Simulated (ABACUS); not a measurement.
# TaN under changes of volume

One of the cells (10.776 Å³/atom); the others are scaled copies at fixed shape and fractional positions:

```xyz
2
Lattice="2.9380 0.0000 0.0000 -1.4690 2.5444 0.0000 0.0000 0.0000 2.8830" Properties=species:S:1:pos:R:3 pbc="T T T"
Ta    0.0000    0.0000    1.4415
N     1.4690    0.8481    0.0000
```

- Program: ABACUS 3.10.1
- Functional: PBE
- Potentials or basis: PseudoDojo NC SR 0.4.1 PBE standard
- Cutoff: 1361 eV
- Density cutoff: 5442 eV
- Basis: TZDP LCAO (the cutoffs set its grid)
- k mesh: 10 × 10 × 9
- Occupations: fermi-dirac, width 0.05 eV
- Spin: no spin polarisation

```csv
volume (Å³/atom),energy over the lowest point (meV/atom),pressure (GPa)
10.129,?,?
10.345,37.25,21.2
10.560,14.48,12.8
10.776,2.41,5.3
10.991,0.00,-1.5
11.207,6.27,-7.7
11.422,20.37,-13.2
```

What does the run at 10.129 Å³/atom give?

Energy over the lowest point 71.88 meV/atom; pressure 30.5 GPa.

Worked out: A Birch-Murnaghan fit of order 3 (a polynomial in V^(-2/3)) to the other rows has its minimum at 10.94 Å³/atom with B0 = V·E''(V) = 336 GPa and B' = 4.3 at fixed shape and positions, which overstates the stiffness. It gives 72.06 meV/atom at 10.129 Å³/atom, against the run's 71.88, and -dE/dV = 30.6 GPa, against 30.5.

Energies are extrapolated to zero smearing.

Caveats: the atomic orbitals were generated for these runs and aren't a published set; the basis of atomic orbitals isn't converged, which shifts pressures, moduli and gaps.
